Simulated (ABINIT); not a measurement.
**TiB2: equation of state with PBEsol**

TiB2:

```
Ti B
1.0
     3.02920    0.00000    0.00000
    -1.51460    2.62336    0.00000
     0.00000    0.00000    3.22840
Ti B
1 2
Direct
  0.00000 0.00000 0.00000
  0.66667 0.33333 0.50000
  0.33333 0.66667 0.50000
```

* Program: ABINIT 10.8.3 (patched build)
* Task: equation of state
* Functional: PBEsol
* Potentials or basis: PseudoDojo NC SR PBEsol v0.4.1 standard
* Cutoff: 1143 eV
* k mesh: 10 × 10 × 8
* Occupations: fermi-dirac, width 0.05 eV
* Spin: no spin polarisation

```json
{"Equilibrium volume": "8.40 Å³/atom", "Bulk modulus at fixed shape and positions": "267 GPa", "Pressure derivative of the bulk modulus": "3.8"}
```

Energy against volume, from the lowest point:
| volume (Å³/atom) | energy (meV/atom) |
| --- | --- |
| 8.039 | 13.71 |
| 8.210 | 3.62 |
| 8.381 | 0.00 |
| 8.552 | 2.24 |
| 8.723 | 9.78 |
| 8.894 | 22.14 |
| 9.065 | 38.87 |

Run time: 6.4 min on 1 thread of Arm Neoverse V2 (shared host), peak memory 0.13 GiB.

Caveat: pressures at fixed basis lie under the slope of the energies; the cell was scaled at fixed shape and fractional positions, which overstates the stiffness of a crystal with free parameters, most of all of layers and chains.
